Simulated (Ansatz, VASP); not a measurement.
# Two plane-wave programs on Li4F

```
Li F
1.0
     3.50891    0.00000    0.00000
    -1.75446    3.03881    0.00000
     0.00000    0.00000    3.51475
Li F
4 1
Direct
  0.33333 0.66667 0.15020
  0.33333 0.66667 0.84980
  0.66667 0.33333 0.84980
  0.66667 0.33333 0.15020
  0.00000 0.00000 0.50000
```

Alike in both runs: task single point; functional PBE; k mesh 6 × 6 × 6; occupations gaussian, width 0.1 eV; no spin polarisation.

|  | VASP | Ansatz |
| --- | --- | --- |
| version | VASP 6.6.1 | Ansatz 0.2.0 |
| potentials or method | VASP PAW PBE potentials, release 64 (Li_sv, F) | scalar-relativistic, plane waves, PAW |
| plane-wave cutoff (eV) | 520 | 420 |
| valence electrons in the cell | 19 | 19 |

```tsv
	VASP	Ansatz	Ansatz less VASP
gap on the k mesh at the Fermi level (eV)	none	none	-
rms of the force components (eV/Å)	8.181	4.084	-4.0969
```

Atom by atom the forces differ by 4.097 eV/Å (rms over components). A gap of «none» marks a metal or a gap that the smearing closes. The functional is the same, so the differences come from potentials, cutoffs and numerics.

Caveats: an odd number of electrons without spin polarisation forces a metal; a magnetic or distorted state may lie lower.
